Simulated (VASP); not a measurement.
Here is a VASP 6.6.1 calculation.

The input INCAR:

```
SYSTEM = BN
PREC = Accurate
ENCUT = 520
EDIFF = 1E-8
ISMEAR = -1
SIGMA = 0.03
LREAL = .False.
LASPH = .True.
NELM = 80
ALGO = Normal
ISIF = 2
LWAVE = .False.
LCHARG = .False.
GGA = PS
LEFG = .True.
NBANDS = 11
```

File KPOINTS:

```
Automatic mesh
0
Gamma
  13 13 13
  0 0 0
```

Contents of POSCAR:

```
BN
1.0
    0.0000000000      1.8075000000      1.8075000000
    1.8075000000      0.0000000000      1.8075000000
    1.8075000000      1.8075000000      0.0000000000
B N
1 1
Direct
    0.0000000000      0.0000000000      0.0000000000
    0.7500000000      0.7500000000      0.7500000000
```

Potentials or basis: VASP PAW PBE potentials, release 64 (B, N).

Launch:

```sh
$ cat potpaw_PBE.64/B/POTCAR potpaw_PBE.64/N/POTCAR > POTCAR
$ mpirun -np 1 vasp_std > vasp.out
```

(1) What does it give for the pressure?

(2) What does it give for the band gap on the k mesh?

Results:

(1) -2.4 GPa.

(2) 4.35 eV, indirect (least direct gap 8.76 eV).

Caveat: without QUAD_EFG the Cq values of the log hold for a quadrupole moment of 1 mb, not for the nuclei; the PAW data sets were made with another functional, which shifts forces and pressure a little.

**What was measured.**

A printed reference work, monograph reports, for a bulk crystal of BN at 300 K: band gap 6.4 eV (indirect).

Against the measured gap of BN, 6.4 eV (indirect; 300 K; a printed reference work, monograph), the calculated 4.35 eV is off by -2.05 eV. The value is that of PBEsol on a finite k mesh, which can miss the band edges, without temperature or zero-point motion. Semilocal functionals fall short of measured gaps as a rule.
